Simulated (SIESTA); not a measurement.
In:

```
In
1.0
    -1.88253    1.88253    1.88253
     1.88253   -1.88253    1.88253
     1.88253    1.88253   -1.88253
In
1
Direct
  0.00000 0.00000 0.00000
```

This isn't the form of In at room conditions, which is tetragonal.

```yaml
Program: SIESTA 5.4.2
Task: single point
Functional: PBE
Potentials_or_basis: PseudoDojo 0.4 standard (PBE files)
Basis: DZP (energy shift 0.002 Ry; radii capped at 9.5 bohr)
Grid_cutoff: 500 Ry
Energy_shift: 0.002 Ry
k_mesh: 10 × 10 × 10
Occupations: fermi-dirac, width 0.05 eV
Spin: no spin polarisation
```

On this cell: pressure 1.5 GPa; band gap on the k mesh none (metal or under the smearing width).

The same run follows on a disturbed copy (cell strained at random at fixed volume):

```xyz
1
Lattice="-1.8698 1.8571 1.9139 1.8335 -1.9128 1.9333 1.8585 1.9016 -1.9695" Properties=species:S:1:pos:R:3 pbc="T T T"
In   -0.0011    0.0068   -0.0073
```

Q: What does the disturbed cell give?

A: The energy (extrapolated to zero smearing) moves by +2.7 meV/atom; pressure 1.6 GPa; band gap on the k mesh none (metal or under the smearing width).

Stress tensor (GPa, compression positive):
```
 2.08 -0.06  0.34
-0.06  1.41  0.65
 0.34  0.65  1.23
```

Caveats: semicore shells carry a single zeta, which can move pressures by several GPa and volumes by a few percent; the basis of atomic orbitals isn't converged, which shifts pressures, moduli and gaps.
